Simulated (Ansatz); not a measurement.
# Al3N2: the cost of one run

Method: DFT PBE, scalar-relativistic, plane waves, PAW, in Ansatz 0.2.0.

5 further runs of the same task are left out: 5 set aside as unsound or not needed.

## Step 1: The starting structure

It takes space group R-3m (No. 166, trigonal). Conventional cell: a = 3.104 Å, b = 3.104 Å, c = 21.585 Å, α = 90.00°, β = 90.00°, γ = 120.00°. Al (site symmetry -3m) is surrounded by 6 N at 2.30 Å. Around Al (site symmetry 3m) lie 3 N at 2.18 Å. N (site symmetry 3m) is surrounded by 6 Al at 2.18 to 2.30 Å.

As a file:

```cif
data_structure
_symmetry_space_group_name_H-M 'R-3m:H'
_symmetry_Int_Tables_number 166
_cell_length_a 3.1043
_cell_length_b 3.1043
_cell_length_c 21.5852
_cell_angle_alpha 90.000
_cell_angle_beta 90.000
_cell_angle_gamma 120.000
_cell_volume 180.15
loop_
_atom_site_label
_atom_site_type_symbol
_atom_site_symmetry_multiplicity
_atom_site_Wyckoff_symbol
_atom_site_fract_x
_atom_site_fract_y
_atom_site_fract_z
_atom_site_occupancy
Al1 Al 3 a 0.00000 0.00000 0.00000 1
Al2 Al 6 c 0.33333 0.66667 0.87617 1
N1 N 6 c 0.66667 0.33333 0.73333 1
```

(A quick probe on a coarse mesh, which set the mesh and smearing, is not shown.)

## Step 3: A loose first relaxation

The input, input.yaml:

```yaml
crystal:
  lattice:
    - [1.5521672147, 0.8961441592, 7.1950823858]
    - [-1.5521672147, 0.8961441592, 7.1950823858]
    - [0.0, -1.7922883185, 7.1950823858]
  atoms:
    - { symbol: Al, position: [0.0, 0.0, 0.0] }
    - { symbol: Al, position: [0.2095, 0.2095, 0.2095] }
    - { symbol: Al, position: [0.7905, 0.7905, 0.7905] }
    - { symbol: "N", position: [0.4, 0.4, 0.4] }
    - { symbol: "N", position: [0.6, 0.6, 0.6] }
basis:
  ecutwfc: 420
kpoints:
  mp_grid: { grid: [6, 6, 6] }
hamiltonian:
  xc: pbe
scf:
  occupations: { method: gaussian, width: 0.1 }
  lower_state_search: "off"
output:
  forces: true
  stress: true
  eigenvalues: true
relax:
  adjacent_minimum: "off"
  f_tol: 0.04
  max_steps: 70
  cell: { stress_tol: 0.4 }
```

Run with:

```bash
$ ansatz run input.yaml --threads 1 --pin off --max-ram 2560MiB --backend cpu --events-out ev --progress --plain --runs-dir out
```

What time and memory should one allow on 1 thread of Intel Xeon 6975P-C (Granite Rapids), shared host?

About 7.6 s, with a peak of 0.38 GiB.
